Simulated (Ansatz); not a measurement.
# Tetragonal deformation path in Al

Computed with DFT PBE, scalar-relativistic, plane waves, PAW in Ansatz. The runs took a 420 eV cutoff, a Γ-centred 22×22×22 mesh and Gaussian smearing (0.15 eV). No spin polarisation. Energies are free energies at this smearing, counted from the undisturbed cell; pressure is positive in compression.

Reference structure (as given, not relaxed at this level; it stands at -0.4 GPa):

```
Al
1.0
     0.00000    2.02398    2.02398
     2.02398    0.00000    2.02398
     2.02398    2.02398    0.00000
Al
1
Direct
  0.00000 0.00000 0.00000
```

At fixed volume and fractional coordinates, lengths along (0.000, 0.000, 1.000) are scaled against those across it; ρ is that ratio over its starting value. The cell is metallic on the mesh throughout. At ρ = 0.707 the cell becomes cubic (Im-3m), and there the slope of the energy vanishes by symmetry.

```
    ρ  ΔE (meV/atom)
0.650           90.9
0.707           97.4
0.780           84.4
0.850           45.7
0.920           13.7
0.960            3.6
1.050            5.5
1.100           18.1
1.200           70.4
1.300          157.0
1.414          297.1
1.500          426.5
```